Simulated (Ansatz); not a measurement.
# B (P4/mmm) in Ansatz: further runs

One crystal, B, is run at these levels: LDA, PBE, PBEsol, RPBE, revPBE; tasks: relaxation of cell and atoms.

All numbers are computed with Ansatz 0.2.0; they aren't measurements. Logs are shortened: lines on timing, memory, paths and dates and some standing lists are left out, and cuts for length are marked.

## 1. The structure

It takes space group P4/mmm (No. 123, tetragonal). The conventional cell has a = 2.346 Å, b = 2.346 Å, c = 1.586 Å, α = 90.00°, β = 90.00°, γ = 90.00°. Around B (site symmetry 4/mmm) lie 2 B at 1.59 Å.

The cell was built by a generator and needn't be a form met in nature.

## 2. Relaxation of cell and atoms, LDA

The input, input.yaml:

```yaml
crystal:
  lattice:
    - [2.34611, 0.0, 0.0]
    - [0.0, 2.34611, 0.0]
    - [0.0, 0.0, 1.58579]
  atoms:
    - { symbol: B, position: [0.5, 0.5, 0.5] }
hamiltonian:
  xc: lda
  pseudopotentials: { kind: paw }
kpoints:
  mp_grid: { grid: [11, 11, 16] }
scf:
  occupations: { method: fermi_dirac, width: 0.05 }
output:
  forces: true
  stress: true
  eigenvalues: true
relax:
  f_tol: 0.01
  max_steps: 40
  cell: { stress_tol: 0.05 }
```

Potentials or basis: Ansatz PAW.

On the command line:

```
> ansatz run input.yaml --threads 2 --pin off --max-ram 5632MiB --backend cpu --events-out ev --progress --plain --runs-dir out
```

Standard output:

```text
Warning: RAYON_NUM_THREADS=2 ignored (pool sized by the plan → 2); use --threads N
Engine: ansatz 0.2.0, x86_64-unknown-linux-gnu
Pseudopotentials: kind: paw
Pseudopotential: B, paw, valence charge 3, recommended cutoff 420 eV (normal), B.paw.azcp
Functional definition: SPW92
  exchange = slater_x
  correlation = pw_c
Crystal: 1 atoms, lattice volume = 8.729 Å³
Basis set: ecut = 420 eV, 177 PW (Γ)
Bands: 6, of which v1, the nominal top of the filled ones, is band 2 counted from 1 (1 counted from 0)
Symmetry: 16 space group operations
Space group: P4/mmm (ITA 123), of the structure as read, at distance tolerance 2.1e-5 Å
k-points: 189 of 1936
Non-local potential: B, projectors of the file, l = 0: 2, l = 1: 2, l = 2: 1
PAW form: soft (Blöchl's): semilocal exchange-correlation on the pseudo side does not see the compensation charge
PAW frozen core: B, regenerated for the run's functional, and the local potential with it (the file was generated under x = pbe(κ = 0.804, μ = 0.2195149727645171), c = pbe(β = 0.06672455060314922))
PAW one-centre angular grid: B, 110 points (default); XC on 64 Gauss nodes
Initial density: superposition of atomic densities (neutral atoms: chi_scale 0, normalization atom), corrected by the library's trained network
Initial wavefunctions: pseudopotential atomic-orbital guess
Functional: x = slater, c = lda
SCF iter   1: F=—  HF=-148.647452 eV  |F-HF|=—  |Δ(HF+E_count)|=         —  Δρ=5.46e-3  dr2=2.35e-3  ethr=1.77e-3  ⟨swp⟩=5.1  Hψ=8879  notcnv=0
preconditioner: auto → none  [metal: Δε(μ)=0.117 eV  Ē_g=20.419 eV  σ=0.050 eV  W_gap=0.47  n_scr=0 (ndim 8)  ℏωp=21.8 eV  f_vac=0.000  D(μ)=0.26/eV (n_scr^D=0)]
SCF iter   2: F=—  HF=-148.646347 eV  |F-HF|=—  |Δ(HF+E_count)|=   1.10e-3  Δρ=2.24e-3  dr2=3.61e-4  ethr=7.85e-5  ⟨swp⟩=1.0  Hψ=2646  notcnv=0
SCF iter   3: F=—  HF=-148.646205 eV  |F-HF|=—  |Δ(HF+E_count)|=   1.42e-4  Δρ=3.61e-4  dr2=6.88e-6  ethr=1.20e-5  ⟨swp⟩=1.8  Hψ=1267  notcnv=0
SCF iter   4: F=—  HF=-148.646203 eV  |F-HF|=—  |Δ(HF+E_count)|=   2.53e-6  Δρ=1.02e-4  dr2=7.48e-7  ethr=2.29e-7  ⟨swp⟩=1.9  Hψ=1291  notcnv=0
SCF iter   5: F=—  HF=-148.646202 eV  |F-HF|=—  |Δ(HF+E_count)|=   2.47e-7  Δρ=4.34e-5  dr2=1.31e-7  ethr=2.49e-8  ⟨swp⟩=1.0  Hψ=1042  notcnv=0
SCF iter   6: F=-148.646202 eV  HF=-148.646202 eV  |F-HF|=1.02e-9  |Δ(HF+E_count)|=   5.47e-8  Δρ=4.94e-6  dr2=1.73e-9  ethr=3.33e-9  ⟨swp⟩=4.8  Hψ=3581  notcnv=0
SCF 1 converged in 6 iterations: F = -148.646202 eV  dr2 = 1.73e-9
relax step   1: F+E_penalty+E_count = -148.64620225 eV  Δ(F+E_penalty+E_count) = +0.000e0 eV  max|allowed force component| = 0.000e0 eV/Å  Δτ_max = 0.0000 Å  P = -6.087 GPa  Ω = 8.729 Å³  (6 SCF iters, dr2 threshold 1.00e-7 eV, accepted)
Crystal: 1 atoms, lattice volume = 8.314 Å³
Basis set: ecut = 420 eV, 161 PW (Γ)
Initial density: handed on by an earlier stage of this run
Initial wavefunctions: those handed on with the density
iter 1 solved again at ethr=4.36e-5 eV; its pass at ethr=3.10e-3 eV (dr2=1.31e-3 eV) is discarded
SCF iter   1: F=—  HF=-148.657982 eV  |F-HF|=—  |Δ(HF+E_count)|=         —  Δρ=3.93e-3  dr2=1.31e-3  ethr=4.36e-5  ⟨swp⟩=1.0  Hψ=11659  notcnv=0
preconditioner: auto → none  [insulator: Δε(μ)=0.140 eV  Ē_g=20.951 eV  σ=0.050 eV  W_gap=0.53  n_scr=0 (ndim 8)  ℏωp=22.3 eV  f_vac=0.000  D(μ)=0.17/eV (n_scr^D=0)  ε∞_Penn≈2.1]
SCF iter   2: F=—  HF=-148.657574 eV  |F-HF|=—  |Δ(HF+E_count)|=   4.08e-4  Δρ=1.58e-3  dr2=1.75e-4  ethr=4.35e-5  ⟨swp⟩=1.0  Hψ=1134  notcnv=0
SCF iter   3: F=—  HF=-148.657533 eV  |F-HF|=—  |Δ(HF+E_count)|=   4.11e-5  Δρ=2.65e-4  dr2=2.27e-6  ethr=5.82e-6  ⟨swp⟩=1.2  Hψ=1168  notcnv=0
SCF iter   4: F=—  HF=-148.657533 eV  |F-HF|=—  |Δ(HF+E_count)|=   3.11e-7  Δρ=2.91e-6  dr2=4.62e-10  ethr=3.33e-9  ⟨swp⟩=4.9  Hψ=5754  notcnv=0
SCF iter   5: F=-148.657533 eV  HF=-148.657533 eV  |F-HF|=6.25e-13  |Δ(HF+E_count)|=  1.47e-10  Δρ=2.32e-7  dr2=1.52e-12  ethr=1.54e-11  ⟨swp⟩=1.0  Hψ=2960  notcnv=0
SCF 2 converged in 5 iterations: F = -148.657533 eV  dr2 = 1.52e-12
relax step   2: F+E_penalty+E_count = -148.65753345 eV  Δ(F+E_penalty+E_count) = -1.133e-2 eV  max|allowed force component| = 0.000e0 eV/Å  Δτ_max = 0.0000 Å  P = -2.203 GPa  Ω = 8.314 Å³  energy of the carried Pulay correction = +7.004e-4 eV  (5 SCF iters, dr2 threshold 1.00e-7 eV, accepted)
Crystal: 1 atoms, lattice volume = 8.161 Å³
[... 18 lines left out ...]
Initial wavefunctions: pseudopotential atomic-orbital guess (no wavefunctions were taken with the density)
iter 1 solved again at ethr=3.83e-7 eV; its pass at ethr=3.10e-3 eV (dr2=1.15e-5 eV) is discarded
SCF iter   1: F=—  HF=-148.657827 eV  |F-HF|=—  |Δ(HF+E_count)|=         —  Δρ=1.43e-4  dr2=1.66e-7  ethr=3.83e-7  ⟨swp⟩=2.0  Hψ=11903  notcnv=0
preconditioner: auto → none  [insulator: Δε(μ)=0.205 eV  Ē_g=21.140 eV  σ=0.050 eV  W_gap=0.68  n_scr=0 (ndim 8)  ℏωp=22.5 eV  f_vac=0.000  D(μ)=0.15/eV (n_scr^D=0)  ε∞_Penn≈2.1]
SCF iter   2: F=—  HF=-148.657827 eV  |F-HF|=—  |Δ(HF+E_count)|=   2.24e-7  Δρ=7.25e-5  dr2=4.20e-8  ethr=5.54e-9  ⟨swp⟩=1.1  Hψ=1146  notcnv=0
SCF iter   3: F=—  HF=-148.657828 eV  |F-HF|=—  |Δ(HF+E_count)|=   1.37e-7  Δρ=9.23e-7  dr2=1.47e-11  ethr=1.40e-9  ⟨swp⟩=1.8  Hψ=1358  notcnv=0
SCF iter   4: F=-148.657828 eV  HF=-148.657828 eV  |F-HF|=5.68e-14  |Δ(HF+E_count)|=  2.84e-13  Δρ=1.08e-7  dr2=2.99e-13  ethr=1.00e-12  ⟨swp⟩=4.2  Hψ=2609  notcnv=0
SCF 5 converged in 4 iterations: F = -148.657828 eV  dr2 = 2.99e-13
relax step   5: F+E_penalty+E_count = -148.65782758 eV  Δ(F+E_penalty+E_count) = +7.192e-4 eV  max|allowed force component| = 0.000e0 eV/Å  Δτ_max = 0.0000 Å  P = -0.131 GPa  Ω = 8.188 Å³  stress off target by 1.39e-1 GPa  SCF on the basis re-selected at this cell (its energy is not comparable with the rows above)  (4 SCF iters)
[... 8 lines left out ...]
relax step   6: F+E_penalty+E_count = -148.65784900 eV  Δ(F+E_penalty+E_count) = -2.142e-5 eV  max|allowed force component| = 0.000e0 eV/Å  Δτ_max = 0.0000 Å  P = -0.003 GPa  Ω = 8.178 Å³  energy of the carried Pulay correction = +1.746e-5 eV  (3 SCF iters, dr2 threshold 4.85e-8 eV, accepted)
iter 1 solved again at ethr=3.76e-7 eV; its pass at ethr=3.10e-3 eV (dr2=1.13e-5 eV) is discarded
SCF iter   1: F=—  HF=-148.657834 eV  |F-HF|=—  |Δ(HF+E_count)|=         —  Δρ=8.06e-6  dr2=1.78e-9  ethr=3.76e-7  ⟨swp⟩=2.0  Hψ=12049  notcnv=0
eigensolver tolerance schedule: the retry pair's looser diagonalisation over-reported the residual by 6335.04 of it (diagonalisation noise at 3.32 of the residual, at the tolerance the schedule requests for it); recorded, not acted on — ethr = c·dr2/N_el stays at c = 1.0e-1
SCF iter   2: F=—  HF=-148.657834 eV  |F-HF|=—  |Δ(HF+E_count)|=   1.62e-7  Δρ=4.02e-6  dr2=4.41e-10  ethr=5.94e-11  ⟨swp⟩=2.1  Hψ=1383  notcnv=0
SCF iter   3: F=-148.657834 eV  HF=-148.657834 eV  |F-HF|=1.42e-13  |Δ(HF+E_count)|=  9.18e-11  Δρ=9.47e-8  dr2=4.69e-13  ethr=1.00e-12  ⟨swp⟩=3.5  Hψ=3565  notcnv=0
SCF 7 converged in 3 iterations: F = -148.657834 eV  dr2 = 4.69e-13
relax step   7: F+E_penalty+E_count = -148.65783450 eV  Δ(F+E_penalty+E_count) = +1.450e-5 eV  max|allowed force component| = 0.000e0 eV/Å  Δτ_max = 0.0000 Å  P = -0.005 GPa  Ω = 8.178 Å³  stress off target by 2.65e-2 GPa  SCF on the basis re-selected at this cell (its energy is not comparable with the rows above)  (3 SCF iters)
basis re-selected at this cell: Δ(F+E_penalty+E_count) = +1.450e-5 eV, ΔP = -0.002 GPa vs the last step (what re-selecting the basis moved, of the pressure what is left beyond the Pulay correction that the steps carried, after the strain that the cell walked since its last selection, with what the two solves' SCF thresholds leave and, on support functions, any second-order correction that the steps lacked; it is no measure of the basis error at this ecutwfc). This SCF's stress stands 2.65e-2 GPa from its target on what of the cell is left free (relax.cell.stress_tol is 5.00e-2 GPa) and its largest allowed force component is 0.00e0 eV/Å (relax.f_tol is 1.00e-2 eV/Å): within both
SCF converged after 3 iterations
Free energy (F): -148.657834 eV
Harris-Foulkes:  -148.657834 eV  (|F-HF|=1.42e-13)
Internal energy: -148.656581 eV  (E = F + TS)
E sigma→0 (E₀):  -148.657208 eV
Entropy (-TS):   -0.001254 eV (-1.254 meV/atom)
Fermi energy:    8.273551 eV
--- Per-component energies (eV) ---
  E_band       = 6.129551
  E_kinetic    = 46.282479
  E_local      = -22.004524  (includes V_loc(G=0)·N_el)
  E_nonlocal   = 13.519009
  E_hartree    = 4.246813
  E_xc         = -31.208957
  E_vxc        = -37.042474  (∫ρ·V_xc dr)
  E_paw        = -72.571393  (= ΣΔE_a)
  E_vpaw       = -3.118558  (= ΣTr[D̂ρ^β])
  E_aug_tail   = -0.000004  (compensation charges beyond the density's cutoff)
  E_ewald      = -86.965838
  E_core_change = 0.045834  (= ΣΔE_core)
  E_smearing   = -0.001254  (= −TS)
  E_closure    = 0.000000  (closes the sum)
  Σ components = -148.657834   (vs F -148.657834, Δ=0.00e0)
--- Forces (eV/Å), atoms counted from 1 ---
  atom   1  B      0.00000000     0.00000000     0.00000000
  max |Σ_I F_I| component: 5.52e-30 eV/Å
--- Stress (GPa, compression-positive) ---
        0.005583       0.000000       0.000000
        0.000000       0.005583       0.000000
        0.000000       0.000000      -0.026536
  P = ⅓ Tr σ = -0.0051 GPa (-0.051 kbar)
--- Band table (eV; the first three rows and the last of 189) ---
  k-point 0: bands = ["-6.1688", "13.1333", "13.1333", "23.2814", "24.8491", "34.5461"]
  k-point 1: bands = ["-5.9913", "13.3422", "13.3422", "23.5160", "24.4531", "33.8454"]
  k-point 2: bands = ["-5.4625", "13.9644", "13.9644", "23.1642", "24.2194", "32.5498"]
  k-point 188: bands = ["6.0593", "14.5164", "14.8256", "23.0436", "23.4730", "23.8432"]
--- Relaxed structure (5 steps of the walk, 5 accepted, 2 SCFs on fresh bases) ---
  F+E_penalty+E_count = -148.65783450 eV   max|allowed force component| = 0.000e0 eV/Å   (the final SCF, on the basis selected at the relaxed cell)
  cell:  # Å, volume = 8.1783 Å³
    - [2.278266255759357, 1.371580814319441e-35, 0.0]
    - [1.371580814319441e-35, 2.278266255759357, 0.0]
    - [0.0, 0.0, 1.5756332733435636]
  atoms:
    - { symbol: B, position: [0.49999999999999994, 0.49999999999999994, 0.49999999999999994] }
```

Wall time 1.4 s (2 threads of AMD EPYC 9R45 (Zen 5), shared host); peak memory 0.33 GiB.

Results:

```
Free energy                            : -148.6578 eV
Relaxed volume                         : 8.18 Å³/atom
Relaxed cell                           : a = 2.278 Å, b = 2.278 Å, c = 1.576 Å, α = 90.00°, β = 90.00°, γ = 90.00°
Space group after relaxing (to 0.05 Å) : P4/mmm (No. 123)
Energy gained by relaxing              : 11.6 meV/atom
Ionic steps                            : 7
Pressure after relaxing                : 0.0 GPa
Band gap on the k mesh                 : none (metal or under the smearing width)
```

The path:
| step | energy change (eV) | largest force (eV/Å) | volume (Å³) |
| --- | --- | --- | --- |
| 1 | 0.0000 | 0.0000 | 8.73 |
| 2 | -0.0113 | 0.0000 | 8.31 |
| 3 | -0.0124 | 0.0000 | 8.16 |
| 4 | -0.0123 | 0.0000 | 8.19 |
| 5 | -0.0116 | 0.0000 | 8.19 |
| 6 | -0.0116 | 0.0000 | 8.18 |
| 7 | -0.0116 | 0.0000 | 8.18 |

Final structure:
```xyz
1
Lattice="2.2783 0.0000 0.0000 0.0000 2.2783 0.0000 0.0000 0.0000 1.5756" Properties=species:S:1:pos:R:3 pbc="T T T"
B     1.1391    1.1391    0.7878
```

Caveat: the plane-wave basis is chosen anew once the cell has moved, so the energies of steps on either side of that aren't comparable; the pressure holds a Pulay correction of +0.3 GPa for the finite cutoff; the PAW data sets come from PBE, with cores solved anew for the run's functional, which leaves a small shift of forces and pressure.

## 3. Relaxation of cell and atoms, PBE

input.yaml, as its differences from that of step 2:

```diff
@@ -8,3 +8,3 @@
 hamiltonian:
-  xc: lda
+  xc: pbe
   pseudopotentials: { kind: paw }
@@ -18,2 +18,6 @@
   eigenvalues: true
+  write_density: true
+  write_potential: true
+  elf: true
+  volumetric_format: npy
 relax:
```

Potentials or basis: Ansatz PAW.

On the command line:

```
> ansatz run input.yaml --threads 2 --pin off --max-ram 5632MiB --backend cpu --events-out ev --progress --plain --runs-dir out
```

Run time: 0.85 s. Hardware: 2 threads of AMD EPYC 9R45 (Zen 5), shared host; peak memory 0.34 GiB.

It converged, with:

```
Free energy                            : -154.8682 eV
Relaxed volume                         : 8.64 Å³/atom
Relaxed cell                           : a = 2.333 Å, b = 2.333 Å, c = 1.587 Å, α = 90.00°, β = 90.00°, γ = 90.00°
Space group after relaxing (to 0.05 Å) : P4/mmm (No. 123)
Energy gained by relaxing              : 0.4 meV/atom
Ionic steps                            : 4
Pressure after relaxing                : 0.0 GPa
Band gap on the k mesh                 : none (metal or under the smearing width)
```

The path:
```tsv
step	energy change (eV)	largest force (eV/Å)	volume (Å³)
1	0.0000	0.0000	8.73
2	-0.0005	0.0000	8.66
3	-0.0005	0.0000	8.64
4	-0.0004	0.0000	8.64
```

Final structure:
```yaml
crystal:
  lattice:
    - [2.33288, 0.00000, 0.00000]
    - [0.00000, 2.33288, 0.00000]
    - [0.00000, 0.00000, 1.58714]
  atoms:
    - { symbol: B, position: [0.50000, 0.50000, 0.50000] }
```

Levels at points of the mesh, in eV from the Fermi level:
```csv
k point,band 1,band 2,band 3,band 4,band 5
"(0.00, 0.00, 0.00)",-14.09,4.54,4.54,14.41,15.60
"(0.00, 0.00, -0.50)",-6.04,1.26,13.61,13.61,21.47
```

Caveat: the plane-wave basis is chosen anew once the cell has moved, so the energies of steps on either side of that aren't comparable.

## 4. Relaxation of cell and atoms, PBEsol

input.yaml, as its differences from that of step 3:

```diff
@@ -8,3 +8,3 @@
 hamiltonian:
-  xc: pbe
+  xc: pbesol
   pseudopotentials: { kind: paw }
@@ -18,6 +18,2 @@
   eigenvalues: true
-  write_density: true
-  write_potential: true
-  elf: true
-  volumetric_format: npy
 relax:
```

On the command line:

```
> ansatz run input.yaml --threads 2 --pin off --max-ram 5632MiB --backend cpu --events-out ev --progress --plain --runs-dir out
```

It took 1.4 s on 2 threads of AMD EPYC 9R45 (Zen 5), shared host; peak memory 0.33 GiB.

It converged, with:

```
Free energy                            : -151.5916 eV
Relaxed volume                         : 8.35 Å³/atom
Relaxed cell                           : a = 2.294 Å, b = 2.294 Å, c = 1.587 Å, α = 90.00°, β = 90.00°, γ = 90.00°
Space group after relaxing (to 0.05 Å) : P4/mmm (No. 123)
Energy gained by relaxing              : 6.6 meV/atom
Ionic steps                            : 7
Pressure after relaxing                : 0.0 GPa
Band gap on the k mesh                 : none (metal or under the smearing width)
```

Step by step:
| step | energy change (eV) | largest force (eV/Å) | volume (Å³) |
| --- | --- | --- | --- |
| 1 | 0.0000 | 0.0000 | 8.73 |
| 2 | -0.0068 | 0.0000 | 8.43 |
| 3 | -0.0071 | 0.0000 | 8.34 |
| 4 | -0.0071 | 0.0000 | 8.35 |
| 5 | -0.0066 | 0.0000 | 8.35 |
| 6 | -0.0067 | 0.0000 | 8.35 |
| 7 | -0.0066 | 0.0000 | 8.35 |

Final structure:
```
CELL_PARAMETERS angstrom
2.29375 0.00000 0.00000
0.00000 2.29375 0.00000
0.00000 0.00000 1.58660
ATOMIC_POSITIONS crystal
B 0.50000 0.50000 0.50000
```

Levels at points of the mesh, in eV from the Fermi level:
```csv
k point,band 1,band 2,band 3,band 4
"(0.00, 0.00, 0.00)",-14.41,4.89,4.89,14.75
"(0.00, 0.00, -0.50)",-6.26,0.91,13.89,13.89
```

Caveat: the plane-wave basis is chosen anew once the cell has moved, so the energies of steps on either side of that aren't comparable; the PAW data sets come from PBE, with cores solved anew for the run's functional, which leaves a small shift of forces and pressure.

## 5. Relaxation of cell and atoms, RPBE

input.yaml, as its differences from that of step 4:

```diff
@@ -8,3 +8,3 @@
 hamiltonian:
-  xc: pbesol
+  xc: rpbe
   pseudopotentials: { kind: paw }
```

On the command line:

```
> ansatz run input.yaml --threads 2 --pin off --max-ram 5632MiB --backend cpu --events-out ev --progress --plain --runs-dir out
```

Run time: 1.3 s. Hardware: 2 threads of AMD EPYC 9R45 (Zen 5), shared host; peak memory 0.33 GiB.

It converged, with:

- Free energy: -155.9861 eV
- Relaxed volume: 8.85 Å³/atom
- Relaxed cell: a = 2.356 Å, b = 2.356 Å, c = 1.594 Å, α = 90.00°, β = 90.00°, γ = 90.00°
- Space group after relaxing (to 0.05 Å): P4/mmm (No. 123)
- Energy gained by relaxing: 1.0 meV/atom
- Ionic steps: 6
- Pressure after relaxing: 0.0 GPa
- Band gap on the k mesh: none (metal or under the smearing width)

Step by step:
```csv
step,energy change (eV),largest force (eV/Å),volume (Å³)
1,0.0000,0.0000,8.73
2,-0.0008,0.0000,8.80
3,-0.0008,0.0000,8.85
4,-0.0010,0.0000,8.85
5,-0.0010,0.0000,8.85
6,-0.0010,0.0000,8.85
```

Final structure:
```yaml
crystal:
  lattice:
    - [2.35630, 0.00000, 0.00000]
    - [0.00000, 2.35630, 0.00000]
    - [0.00000, 0.00000, 1.59378]
  atoms:
    - { symbol: B, position: [0.50000, 0.50000, 0.50000] }
```

Levels at points of the mesh, in eV from the Fermi level:
```tsv
k point	band 1	band 2	band 3	band 4	band 5	band 6
(0.00, 0.00, 0.00)	-13.95	4.43	4.43	14.14	15.22	26.14
(0.00, 0.00, -0.50)	-5.93	1.30	13.51	13.51	21.22	26.32
```

Caveat: the plane-wave basis is chosen anew once the cell has moved, so the energies of steps on either side of that aren't comparable; the PAW data sets come from PBE, with cores solved anew for the run's functional, which leaves a small shift of forces and pressure.

## 6. Relaxation of cell and atoms, revPBE

input.yaml, as its differences from that of step 5:

```diff
@@ -8,3 +8,3 @@
 hamiltonian:
-  xc: rpbe
+  xc: revpbe
   pseudopotentials: { kind: paw }
```

Potentials or basis: Ansatz PAW.

On the command line:

```
> ansatz run input.yaml --threads 2 --pin off --max-ram 5632MiB --backend cpu --events-out ev --progress --plain --runs-dir out
```

Wall time 0.9 s (2 threads of AMD EPYC 9R45 (Zen 5), shared host); peak memory 0.33 GiB.

The run converged. Its results:

```
Free energy                            : -155.6874 eV
Relaxed volume                         : 8.80 Å³/atom
Relaxed cell                           : a = 2.350 Å, b = 2.350 Å, c = 1.592 Å, α = 90.00°, β = 90.00°, γ = 90.00°
Space group after relaxing (to 0.05 Å) : P4/mmm (No. 123)
Energy gained by relaxing              : 0.6 meV/atom
Ionic steps                            : 4
Pressure after relaxing                : 0.0 GPa
Band gap on the k mesh                 : none (metal or under the smearing width)
```

Step by step:
```tsv
step	energy change (eV)	largest force (eV/Å)	volume (Å³)
1	0.0000	0.0000	8.73
2	-0.0005	0.0000	8.77
3	-0.0005	0.0000	8.80
4	-0.0006	0.0000	8.80
```

Final structure:
```cif
data_structure
_symmetry_space_group_name_H-M 'P 1'
_symmetry_Int_Tables_number 1
_cell_length_a 2.3504
_cell_length_b 2.3504
_cell_length_c 1.5924
_cell_angle_alpha 90.000
_cell_angle_beta 90.000
_cell_angle_gamma 90.000
_cell_volume 8.80
loop_
_atom_site_label
_atom_site_type_symbol
_atom_site_fract_x
_atom_site_fract_y
_atom_site_fract_z
_atom_site_occupancy
B1 B 0.50000 0.50000 0.50000 1
```

Levels at points of the mesh, in eV from the Fermi level:
| k point | band 1 | band 2 | band 3 | band 4 | band 5 | band 6 |
| --- | --- | --- | --- | --- | --- | --- |
| (0.00, 0.00, 0.00) | -13.99 | 4.46 | 4.46 | 14.20 | 15.30 | 26.15 |
| (0.00, 0.00, -0.50) | -5.96 | 1.28 | 13.54 | 13.54 | 21.28 | 26.42 |

Caveat: the plane-wave basis is chosen anew once the cell has moved, so the energies of steps on either side of that aren't comparable; the PAW data sets come from PBE, with cores solved anew for the run's functional, which leaves a small shift of forces and pressure.

## 7. Overview

| level | gap on the mesh (eV) | pressure (GPa) | relaxed volume (Å³/atom) |
| --- | --- | --- | --- |
| LDA | none | 0.0 | 8.18 |
| PBE | none | 0.0 | 8.64 |
| PBEsol | none | 0.0 | 8.35 |
| RPBE | none | 0.0 | 8.85 |
| revPBE | none | 0.0 | 8.80 |

Alike in all rows: task relaxation of cell and atoms; potentials or basis Ansatz PAW; no spin polarisation; cell relaxed; k mesh 11 × 11 × 16; cutoff (eV) 420; smearing fermi-dirac 0.05 eV.

Caveats: the plane-wave basis is chosen anew once the cell has moved, so the energies of steps on either side of that aren't comparable; the PAW data sets come from PBE, with cores solved anew for the run's functional, which leaves a small shift of forces and pressure (some runs).

Absolute energies hang on the potentials; compare differences alone.
